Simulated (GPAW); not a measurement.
CoO:

```
Co O
1.0
     0.00000    2.13150    2.13150
     2.13150    0.00000    2.13150
     2.13150    2.13150    0.00000
Co O
1 1
Cartesian
  0.0000 0.0000 0.0000
  2.1315 2.1315 2.1315
```

Base run:

| Quantity | Value |
| --- | --- |
| Program | GPAW 26.7.0 |
| Functional | PBEsol |
| Potentials or basis | PAW data sets generated in the run's folder for this functional |
| Cutoff | 1040 eV |
| Basis | pw |
| k mesh | 11 × 11 × 11 |
| Occupations | fermi-dirac, width 0.05 eV |
| Spin | collinear spin, ferromagnetic start |
| Starting moments | [2.0, 0.0] μB |
| Hubbard terms | Co d U = 3.5 eV |

Its results: pressure -7.3 GPa; net moment 3.00 μB per cell; site moments Co +2.69; O +0.19 μB.

After a change of settings the same cell gave: pressure -8.0 GPa; net moment 3.00 μB per cell; site moments Co +2.67; O +0.20 μB. Which change was it?
A. cutoff from 1040 eV to 800 eV; hubbard terms from Co d U = 3.5 eV to none
B. cutoff from 1040 eV to 800 eV; hubbard terms from Co d U = 3.5 eV to Co d U = 8 eV
C. cutoff from 1040 eV to 800 eV; hubbard terms from Co d U = 3.5 eV to Co d U = 3 eV

C.

Caveats: a cell with one magnetic atom can't hold antiferromagnetic order, which such compounds often take.

Runs at the PBE level aren't shown here.
